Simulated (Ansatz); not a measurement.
Input of an Ansatz 0.2.0 run:

The input input.yaml:

```yaml
crystal:
  lattice:
    - [2.93800111, 0.0, 0.0]
    - [-1.46900055, 2.5443836, 0.0]
    - [0.0, 0.0, 2.88300221]
  atoms:
    - { symbol: Ta, position: [0.3333333333, 0.6666666667, 0.5] }
    - { symbol: "N", position: [0.0, 0.0, 0.0] }
kpoints:
  mp_grid: { grid: [6, 6, 5] }
scf:
  occupations: { method: fermi_dirac, width: 0.03 }
hamiltonian:
  xc: pbe
  pseudopotentials: { kind: all_electron, lapw: { basis_error: 0.002 } }
output:
  forces: true
  stress: true
  eigenvalues: true
```

Potentials or basis: all-electron LAPW, scalar-relativistic.

Run with:

```console
$ ansatz run input.yaml --threads 1 --pin off --max-ram 3072MiB --backend cpu --events-out ev --progress --plain --runs-dir out
```

(1) What does it give for the band gap on the k mesh?

(2) What does it give for the pressure?

Answers

(1) none (metal or under the smearing width).

(2) 4.8 GPa.

Caveat: the k mesh is coarse (spacing up to 0.44 Å⁻¹), so the values aren't converged.
